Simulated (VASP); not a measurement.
Input of a VASP 6.6.1 run:

INCAR

```
PREC     = Accurate       # precision mode
ENCUT    = 520            # plane-wave cutoff, eV
EDIFF    = 1E-6           # SCF threshold, eV
ISMEAR   = -1             # smearing method
SIGMA    = 0.05           # smearing width, eV
LREAL    = False          # projectors in reciprocal space
LASPH    = True           # aspherical terms in the spheres
NELM     = 100            # most SCF steps
ALGO     = Normal         # electronic algorithm
ISIF     = 2              # what is computed and relaxed
LWAVE    = False          # write WAVECAR
LCHARG   = False          # write CHGCAR
GGA      = PS             # functional
```

File KPOINTS:

```
regular mesh
0
Gamma
  11 11 11
```

Contents of POSCAR:

```
Al
1.0
    0.0000000000      2.0248050000      2.0248050000
    2.0248050000      0.0000000000      2.0248050000
    2.0248050000      2.0248050000      0.0000000000
Al
1
Direct
    0.0000000000      0.0000000000      0.0000000000
```

Contents of KPOINTS_OPT:

```
path GXWKGLUWLK,UX
15
line-mode
reciprocal
 0.0000000000  0.0000000000  0.0000000000  G
 0.5000000000  0.0000000000  0.5000000000  X

 0.5000000000  0.0000000000  0.5000000000  X
 0.5000000000  0.2500000000  0.7500000000  W

 0.5000000000  0.2500000000  0.7500000000  W
 0.3750000000  0.3750000000  0.7500000000  K

 0.3750000000  0.3750000000  0.7500000000  K
 0.0000000000  0.0000000000  0.0000000000  G

 0.0000000000  0.0000000000  0.0000000000  G
 0.5000000000  0.5000000000  0.5000000000  L

 0.5000000000  0.5000000000  0.5000000000  L
 0.6250000000  0.2500000000  0.6250000000  U

 0.6250000000  0.2500000000  0.6250000000  U
 0.5000000000  0.2500000000  0.7500000000  W

 0.5000000000  0.2500000000  0.7500000000  W
 0.5000000000  0.5000000000  0.5000000000  L

 0.5000000000  0.5000000000  0.5000000000  L
 0.3750000000  0.3750000000  0.7500000000  K

 0.6250000000  0.2500000000  0.6250000000  U
 0.5000000000  0.0000000000  0.5000000000  X
```

Potentials or basis: VASP PAW PBE potentials, release 64 (Al).

Launch:

```sh
$ cat potpaw_PBE.64/Al/POTCAR > POTCAR
$ mpirun -np 1 vasp_std > vasp.out
```

Q: Estimate the pressure.

A: -1.9 GPa.

Q: Predict the band gap along the path.

A: None (metal or under the smearing width).

Levels at the corners of the path, in eV from the Fermi level:
| point | band 1 | band 2 | band 3 | band 4 | band 5 |
| --- | --- | --- | --- | --- | --- |
| Γ | -11.10 | 12.55 | 12.55 | 12.55 | 14.00 |
| X | -2.91 | -1.62 | 5.24 | 5.55 | 5.55 |
| X | -2.91 | -1.62 | 5.24 | 5.55 | 5.55 |
| W | -0.85 | -0.85 | 0.16 | 1.07 | 15.74 |
| W | -0.85 | -0.85 | 0.16 | 1.07 | 15.74 |
| K | -1.88 | -1.36 | -0.42 | 6.51 | 8.15 |
| K | -1.88 | -1.36 | -0.42 | 6.51 | 8.15 |
| Γ | -11.10 | 12.55 | 12.55 | 12.55 | 14.00 |
| Γ | -11.10 | 12.55 | 12.55 | 12.55 | 14.00 |
| L | -4.58 | -4.38 | 11.32 | 11.32 | 11.40 |
| L | -4.58 | -4.38 | 11.32 | 11.32 | 11.40 |
| U | -1.88 | -1.36 | -0.42 | 6.51 | 8.15 |
| U | -1.88 | -1.36 | -0.42 | 6.51 | 8.15 |
| W | -0.85 | -0.85 | 0.16 | 1.07 | 15.74 |
| W | -0.85 | -0.85 | 0.16 | 1.07 | 15.74 |
| L | -4.58 | -4.38 | 11.32 | 11.32 | 11.40 |
| L | -4.58 | -4.38 | 11.32 | 11.32 | 11.40 |
| K | -1.88 | -1.36 | -0.42 | 6.51 | 8.15 |
| U | -1.88 | -1.36 | -0.42 | 6.51 | 8.15 |
| X | -2.91 | -1.62 | 5.24 | 5.55 | 5.55 |

Caveat: the PAW data sets were made with another functional, which shifts forces and pressure a little.
